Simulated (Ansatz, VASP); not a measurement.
**One calculation of Fe, two programs**

Contents of INCAR:

```
ALGO     = Normal         # electronic algorithm
EDIFF    = 1E-6           # SCF threshold, eV
ENCUT    = 520            # plane-wave cutoff, eV
GGA      = PE             # functional
ISIF     = 2              # what is computed and relaxed
ISMEAR   = -1             # smearing method
ISPIN    = 2              # spin polarisation
LASPH    = True           # aspherical terms in the spheres
LCHARG   = True           # write CHGCAR
LELF     = True           # ELF
LMAXMIX  = 4              # l up to which the mixer works
LORBIT   = 11             # projections on sites
LREAL    = False          # projectors in reciprocal space
LVHAR    = True         
LWAVE    = False          # write WAVECAR
MAGMOM   = 2.208          # initial moments
NBANDS   = 14             # bands
NELM     = 150            # most SCF steps
PREC     = Accurate       # precision mode
SIGMA    = 0.3            # smearing width, eV
```

File KPOINTS:

```
k-points
0
Gamma
  15 15 15
```

POSCAR

```
Fe
1.0
   -1.4163059769      1.4163059769      1.4163059769
    1.4163059769     -1.4163059769      1.4163059769
    1.4163059769      1.4163059769     -1.4163059769
Fe
1
Direct
    0.0000000000      0.0000000000      0.0000000000
```

Input for Ansatz:

```yaml
crystal:
  lattice:
    - [-1.4163059769, 1.4163059769, 1.4163059769]
    - [1.4163059769, -1.4163059769, 1.4163059769]
    - [1.4163059769, 1.4163059769, -1.4163059769]
  atoms:
    - { symbol: Fe, position: [0.0, 0.0, 0.0], spin: 2.208 }
hamiltonian:
  xc: pbe
  pseudopotentials:
    kind: paw
    azcp:
      Fe: "pseudopotentials/Fe.paw.azcp"
basis:
  ecutwfc: 420
  fft_grid_basis: typed
kpoints:
  mp_grid: { grid: [15, 15, 15], shift: [0, 0, 0] }
magnetization:
  spin_polarized: true
scf:
  occupations: { method: fermi_dirac, width: 0.3 }
  lower_state_search: "off"
output:
  stress: true
```

Alike in both runs: task single point; functional PBE; k mesh 15 × 15 × 15; occupations fermi-dirac, width 0.3 eV; collinear spin.

|  | VASP | Ansatz |
| --- | --- | --- |
| version | VASP 6.6.1 | Ansatz 0.2.0 |
| potentials or method | VASP PAW PBE potentials, release 64 (Fe) | plane waves (420 eV) with PAW, scalar-relativistic |
| plane-wave cutoff (eV) | 520 | 420 |
| valence electrons in the cell | 8 | 16 |

```csv
,VASP,Ansatz,Ansatz less VASP
pressure (GPa),0.4,0.5,+0.10
net moment per atom (μB),2.07,2.05,-0.018
size of the moment on the site where the two differ most (μB),2.06,2.09,+0.025
```

Site moments also hang on the region over which each program counts them. With one functional, cell and mesh, what is left measures potentials, basis and numerics. The two sets of potentials don't hold the same shells in valence.
